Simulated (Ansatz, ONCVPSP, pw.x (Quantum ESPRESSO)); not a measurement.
## arsenic: does the ONCV potential hold in the solid?

```json
{
 "Element": "arsenic",
 "Generator": "ONCVPSP 4.0.1.1 (patched build)",
 "Type": "optimised norm-conserving Vanderbilt (ONCV)",
 "Functional": "PBE",
 "Relativity": "scalar-relativistic",
 "Frozen core": "[Ar] 3d10",
 "Valence charge": "5",
 "Reference configuration": "4s2 4p3",
 "Partial waves": "4s: rc 1.75 bohr, ncon 4, nbas 9, qcut 4.3 1/bohr, 1 projector; 4p: rc 1.70 bohr, ncon 4, nbas 7, qcut 3.9 1/bohr, 3 projectors, debl 1 Ha; d scattering state at 0.23 Ha: rc 1.45 bohr, ncon 3, nbas 7, qcut 7.1 1/bohr, local",
 "Local potential": "the d channel",
 "Core correction": "Teter function, fcfact 2.5, rcfact 1.7"
}
```

Atomic tests: cutoffs needed: 9.1 Ha and 44 Ha (the cutoffs (Ha) at which the residual kinetic energy of the hardest occupied pseudo-wave falls to 1 and 0.1 mHa per electron); ghost test: ghosts flagged at negative energy: s at -1473.1 eV, p at -114.5 eV; GHOST(+) flagged for p at 355.3 eV; a true bound ghost makes a file unfit for plane-wave use; largest excitation error: -473 meV (all-electron minus pseudo) for 4s2 4p0, out of 4 test configurations.

Crystal test: sc As in pw.x 7.5, no spin, 12³ k-points, Fermi–Dirac smearing 0.01 Ry, cutoffs 105/420 Ry. The reference is all-electron LAPW (Ansatz 0.2.0) with the same functional, mesh and smearing; V0 and B0 come from Birch–Murnaghan fits to the pressures at five volumes. Errors are pseudo minus all-electron; Δ is the rms difference of the E(V) curves that follow from these fits, minima aligned, over ±6 % about the mean V0. Mesh and smearing are coarse, so the numbers serve the comparison and aren't converged zero-temperature values; the lattice is a test structure that the element need not adopt.

All-electron: a0 = 2.735 Å (V0 = 20.45 Å³/atom), B0 = 75.1 GPa.

Question: How far does the potential miss the all-electron equation of state?

Answer: converged, but broken (pressure over 100 GPa off). The pressure does not cross zero within the volumes sampled, so no fit is given. The pseudo pressure rises with volume over the whole range, a mechanical instability. Note: ghosts flagged at negative energy: s at -1473.1 eV, p at -114.5 eV; GHOST(+) flagged for p at 355.3 eV. A true bound ghost makes a file unfit for plane-wave use. A pressure error of this size marks a broken potential; the numbers have no physical meaning.

```json
{"V (Å³/atom)": "19.489", "P all-electron (GPa)": "3.99", "P pseudo (GPa)": "-639.35"}
{"V (Å³/atom)": "20.002", "P all-electron (GPa)": "1.74", "P pseudo (GPa)": "-623.66"}
{"V (Å³/atom)": "20.515", "P all-electron (GPa)": "-0.24", "P pseudo (GPa)": "-608.73"}
{"V (Å³/atom)": "21.028", "P all-electron (GPa)": "-1.98", "P pseudo (GPa)": "-594.90"}
{"V (Å³/atom)": "21.541", "P all-electron (GPa)": "-3.51", "P pseudo (GPa)": "-580.89"}
```

Question: At the middle volume, how do free energy and pressure move when the wave cutoff is lowered (ecutrho kept at four times it)?

Answer:

```tsv
cutoff (Ry)	shift of F (meV/atom)	shift of P (GPa)
47	+93659.7	-1826.77
63	+57950.5	+236.64
84	+8524.6	+113.30
```

Input at the middle volume:

```
&control
  calculation='scf', prefix='x', pseudo_dir='./', outdir='./tmp', tstress=.true., disk_io='low'
/
&system
  ibrav=0, nat=1, ntyp=1, ecutwfc=105, ecutrho=420, nbnd=9,
  occupations='smearing', smearing='fd', degauss=0.01
/
&electrons
  conv_thr=1e-09, mixing_beta=0.4, electron_maxstep=70
/
ATOMIC_SPECIES
As 1.0 As.UPF
CELL_PARAMETERS angstrom
  2.73751920 0.00000000 0.00000000
  0.00000000 2.73751920 0.00000000
  0.00000000 0.00000000 2.73751920
ATOMIC_POSITIONS crystal
As 0.0000 0.0000 0.0000
K_POINTS automatic
12 12 12 0 0 0
```

```bash
pw.x < As.scf.in > As.scf.out
```

Lines of the output:

```
Message from routine setup:
     using ibrav=0 with symmetry is DISCOURAGED, use correct ibrav instead
     lattice parameter (alat)  =       5.1732  a.u.
     unit-cell volume          =     138.4421 (a.u.)^3
     number of electrons       =         5.00
     number of Kohn-Sham states=            9
     kinetic-energy cutoff     =     105.0000  Ry
     charge density cutoff     =     420.0000  Ry
     scf convergence threshold =      1.0E-09
     Exchange-correlation= PBE
     number of k points=    84  Fermi-Dirac smearing, width (Ry)=  0.0100
     iteration #  1     ecut=   105.00 Ry     beta= 0.40
     total energy              =    -225.75994904 Ry
     estimated scf accuracy    <       2.35618492 Ry
     iteration #  2     ecut=   105.00 Ry     beta= 0.40
     total energy              =    -225.28369412 Ry
     estimated scf accuracy    <       0.73467058 Ry
     iteration #  3     ecut=   105.00 Ry     beta= 0.40
     total energy              =    -225.33596286 Ry
     estimated scf accuracy    <       0.01209634 Ry
     iteration #  4     ecut=   105.00 Ry     beta= 0.40
     total energy              =    -225.33699269 Ry
     estimated scf accuracy    <       0.00004027 Ry
     iteration #  5     ecut=   105.00 Ry     beta= 0.40
     c_bands:  2 eigenvalues not converged
     c_bands:  1 eigenvalues not converged
     total energy              =    -225.33703741 Ry
     estimated scf accuracy    <       0.00000483 Ry
     iteration #  6     ecut=   105.00 Ry     beta= 0.40
     total energy              =    -225.33703823 Ry
     estimated scf accuracy    <       0.00000025 Ry
     iteration #  7     ecut=   105.00 Ry     beta= 0.40
     total energy              =    -225.33703828 Ry
     estimated scf accuracy    <          2.5E-09 Ry
     iteration #  8     ecut=   105.00 Ry     beta= 0.40
     the Fermi energy is     5.2697 ev
!    total energy              =    -225.33703828 Ry
     estimated scf accuracy    <          3.6E-10 Ry
     smearing contrib. (-TS)   =      -0.00200762 Ry
     The total energy is F=E-TS. E is the sum of the following terms:
     one-electron contribution =    -207.83222660 Ry
     hartree contribution      =       3.07645623 Ry
     xc contribution           =      -6.86763804 Ry
     ewald contribution        =     -13.71162225 Ry
     convergence has been achieved in   8 iterations
          total   stress  (Ry/bohr**3)                   (kbar)     P=    -6087.29
```

The run at the middle volume (84 k-points, 8 iterations) took about 36 s on one core of a shared host (Neoverse-N1, 64 threads, 124 GiB, load 55).
